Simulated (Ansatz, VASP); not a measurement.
**Two plane-wave programs on Cd**

The input INCAR:

```
SYSTEM = Cd
PREC = Accurate
ENCUT = 600
EDIFF = 1E-6
ISMEAR = 0
SIGMA = 0.1
LREAL = .FALSE.
LASPH = .TRUE.
NELM = 100
ALGO = Normal
ISIF = 3
LWAVE = .FALSE.
LCHARG = .FALSE.
GGA = PS
IBRION = 2
NSW = 100
EDIFFG = -0.005
```

KPOINTS

```
regular mesh
0
G
  18 18 18
  0 0 0
```

Contents of POSCAR:

```
Cd
1.0
    1.6080291515      0.9283960635      2.4492874100
   -1.6080291515      0.9283960635      2.4492874100
    0.0000000000     -1.8567921270      2.4492874100
Cd
1
Direct
    0.0000000000      0.0000000000      0.0000000000
```

Input for Ansatz:

```yaml
crystal:
  lattice:
    - [1.6080291515, 0.9283960635, 2.44928741]
    - [-1.6080291515, 0.9283960635, 2.44928741]
    - [0.0, -1.856792127, 2.44928741]
  atoms:
    - { symbol: Cd, position: [0.0, 0.0, 0.0] }
basis:
  ecutwfc: 420
kpoints:
  mp_grid: { grid: [18, 18, 18] }
hamiltonian:
  xc: pbesol
scf:
  occupations: { method: gaussian, width: 0.1 }
output:
  forces: true
  stress: true
  eigenvalues: true
  write_density: true
  write_potential: true
  elf: true
  volumetric_format: npy
relax:
  adjacent_minimum: "off"
  f_tol: 0.005
  max_steps: 80
  cell: { stress_tol: 0.05 }
```

This isn't the form of Cd at room conditions, which is hcp.

Alike in both runs: task relaxation of cell and atoms; functional PBEsol; k mesh 18 × 18 × 18; occupations gaussian, width 0.1 eV; no spin polarisation.

|  | VASP | Ansatz |
| --- | --- | --- |
| version | VASP 6.6.1 | Ansatz 0.2.0 |
| potentials or method | VASP PAW PBE potentials, release 64 (Cd) | scalar-relativistic, plane waves, PAW |
| plane-wave cutoff (eV) | 600 | 420 |
| valence electrons in the cell | 12 | 20 |

|  | VASP | Ansatz | Ansatz less VASP |
| --- | --- | --- | --- |
| gap on the k mesh at the Fermi level, each at its own relaxed structure (eV) | none | none | - |
| relaxed volume (Å³/atom) | 21.07 | 21.00 | -0.070 |
| relaxed cell length with the largest relative difference (Å) | 3.030 | 3.020 | -0.0105 |
| energy change over the relaxation (meV/atom) | -6 | -7 | -1.2 |

A gap of «none» marks a metal or a gap that the smearing closes. The two sets of potentials don't hold the same shells in valence.

Caveats: the PAW data sets were made with another functional, which shifts forces and pressure a little (VASP).
